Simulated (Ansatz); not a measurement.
SiC: Seebeck coefficient and carrier response

Level of theory: DFT PBE, scalar-relativistic, plane waves, PAW (Ansatz). Settings: 420 eV plane-wave cutoff, Γ-centred 12×12×6 mesh, Gaussian smearing of 0.02 eV. No spin polarisation.

Relaxed structure:
```
CELL_PARAMETERS angstrom
3.09198 0.00000 0.00000
-1.54599 2.67773 0.00000
0.00000 0.00000 5.07428
ATOMIC_POSITIONS crystal
Si 0.33333 0.66667 0.00458
Si 0.66667 0.33333 0.50458
C 0.33333 0.66667 0.38042
C 0.66667 0.33333 0.88042
```

Constant relaxation time and rigid bands. The levels are interpolated over the whole zone and filled by a Fermi function at the stated temperature, with the chemical potential set by the electron count. The Kohn–Sham gap on the mesh is 2.31 eV and isn't corrected.

**Question.** Give the Seebeck coefficient (μV/K; xx, yy, zz) and the conductivity masses (m_e; principal values, sorted) at 300 K against doping (cm⁻³).

**Answer.**
```tsv
doping	S	m*
n 1e18	-426 -426 -426	0.27 0.45 0.45
n 1e19	-234 -234 -234	0.27 0.45 0.45
n 1e20	-80 -80 -80	0.28 0.46 0.46
n 1e21	-43 -43 -24	0.34 0.45 0.45
p 1e18	585 585 589	1.15 1.15 1.49
p 1e19	387 387 392	1.15 1.15 1.49
p 1e20	196 196 204	1.14 1.14 1.47
p 1e21	65 65 74	1.14 1.14 1.17
```

**Question.** At 10¹⁸ cm⁻³, which carrier is lighter?

**Answer.** Electrons, 0.37 against 1.25 m_e (harmonic means of the principal values).

Cost: 1 run of about 3.3 core-minutes, on Intel Xeon Platinum 8375C (Ice Lake) (shared hosts).